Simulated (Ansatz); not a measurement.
Run this with the Ansatz DFT code, driven from Python and show what comes out.

Input file `si.cif`:
```cif
data_Si
_cell_length_a 2.444000
_cell_length_b 2.444000
_cell_length_c 4.152000
_cell_angle_alpha 90.00000
_cell_angle_beta 90.00000
_cell_angle_gamma 120.00000
_symmetry_space_group_name_H-M 'P 1'
_symmetry_Int_Tables_number 1
loop_
_symmetry_equiv_pos_as_xyz
'x, y, z'
loop_
_atom_site_label
_atom_site_type_symbol
_atom_site_fract_x
_atom_site_fract_y
_atom_site_fract_z
Si1 Si    0.333333    0.666667    0.250000
Si2 Si    0.666667    0.333333    0.750000
```

The script, `si.py`:
```python
# -*- coding: utf-8 -*-
from dataclasses import dataclass

import ansatz as az
from ase.io import read
from tabulate import tabulate


@dataclass(frozen=True)
class Settings:
    functional: str = 'pbesol'
    smearing: str = 'fermi_dirac'
    kgrid: tuple[int, ...] = (15, 15, 8)


opts = Settings()

atoms = read('si.cif')
crystal = az.Crystal.from_ase(atoms)

job = crystal.calculation()
job = job.functional(opts.functional)
job = job.occupations(opts.smearing, width=150 * az.meV)
job = job.kpoints(*opts.kgrid, center='gamma')

rows = []
for value in [300, 375, 450, 525, 600, 675]:
    rep = job.basis(value).run(threads=1).report
    rows.append((value, rep['free_energy_ev'] / len(rep['lattice']['sites']), rep['n_iterations'], rep['n_pw']))

print(tabulate(rows, headers=['cutoff (eV)', 'F/atom (eV)', 'iterations', 'plane waves'], floatfmt='.4f', tablefmt='plain'))

for row in rows[:-1]:
    shift = 1000 * (row[1] - rows[-1][1])
    print(f'{row[0]}: {shift:+.2f} meV/atom' + ('  (within 1 meV)' if abs(shift) < 1 else ''))
```

Running `python si.py` prints:
```text
DeckWarning: the atoms were moved onto the symmetric positions of the space group found under crystal.symmetry.tolerance 1.0e-5 (fractional; no operation is sought that the atoms, as they stand in a round, miss by more than twice it, and no atom is moved by as much as it), and the run uses the moved positions. Before [...]
DeckWarning: basis.ecutwfc = 300 eV is below the records' recommended 420 eV, and the density's cutoff is lower with it unless basis.ecutrho_ratio is high enough to keep the records' density cutoff: compare with a run at a higher cutoff
DeckWarning: basis.ecutwfc = 375 eV is below the records' recommended 420 eV, and the density's cutoff is lower with it unless basis.ecutrho_ratio is high enough to keep the records' density cutoff: compare with a run at a higher cutoff
  cutoff (eV)    F/atom (eV)    iterations    plane waves
          300      -620.7475             6            245
          375      -620.7736             6            361
          450      -620.7753             6            477
          525      -620.7754             6            585
          600      -620.7755             6            713
          675      -620.7756             6            869
300: +28.08 meV/atom
375: +1.99 meV/atom
450: +0.22 meV/atom  (within 1 meV)
525: +0.16 meV/atom  (within 1 meV)
600: +0.04 meV/atom  (within 1 meV)
```
(Warnings from the package without file and line, shortened.)

From 450 eV on it stays within 1 meV an atom of the value at 675 eV; the first row (300 eV) is off by 28.1 meV and the last but one by 0.04 meV. The energy falls steadily, as expected when plane waves are added.

Reading the output:
- The smearing is wide enough that free energy and stress hold a thermal part of the electrons.
- This isn't the structure that Si takes at ambient conditions.
- Shifts are counted from the last row, which is itself no proven limit.
- Hardware and time: 9.8 s on 1 thread of Arm Neoverse V2, on a shared host, peak memory 0.43 GiB.
